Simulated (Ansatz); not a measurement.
Input and command of a plane-wave DFT calculation in Ansatz:

```yaml
crystal:
  lattice:
    - [4.031771486, 0.0, 0.0]
    - [-2.015885743, 3.4916165292, 0.0]
    - [0.0, 0.0, 16.7623717135]
  atoms:
    - { symbol: In, position: [0.3333333333, 0.6666666667, 0.1666581949] }
    - { symbol: In, position: [0.6666666667, 0.3333333333, 0.6666581949] }
    - { symbol: In, position: [0.3333333333, 0.6666666667, 0.3333418051] }
    - { symbol: In, position: [0.6666666667, 0.3333333333, 0.8333418051] }
    - { symbol: Se, position: [0.4329242519, 0.739572279, 0.5898711344] }
    - { symbol: Se, position: [0.6666666667, 0.3333333333, 0.0898711344] }
    - { symbol: Se, position: [0.3333333333, 0.6666666667, 0.9101288656] }
    - { symbol: Se, position: [0.6666666667, 0.3333333333, 0.4101288656] }
basis:
  ecutwfc: 420
kpoints:
  mp_grid: { grid: [12, 12, 2] }
hamiltonian:
  xc: pbe
  dispersion: d3bj
scf:
  occupations: { method: gaussian, width: 0.03 }
output:
  forces: true
  stress: true
  eigenvalues: true
```

```bash
ansatz run input.yaml --threads 2 --pin off --max-ram 5120MiB --backend cpu --events-out ev --progress --plain --runs-dir out
```

Processor: AMD EPYC 7R43 64-Core Processor (Zen 3), 2 threads, on a host shared with other jobs.

Q: Estimate time, memory and problem size.

A: About 3 min on 2 threads of AMD EPYC 7R43 64-Core Processor (Zen 3), with other jobs on the host, peak memory 1.7 GiB. It solves 70 bands at 148 k points (the mesh reduced by the symmetry that the task leaves, which can be less than the crystal's) with about 4629 plane waves, in 7 SCF iterations.
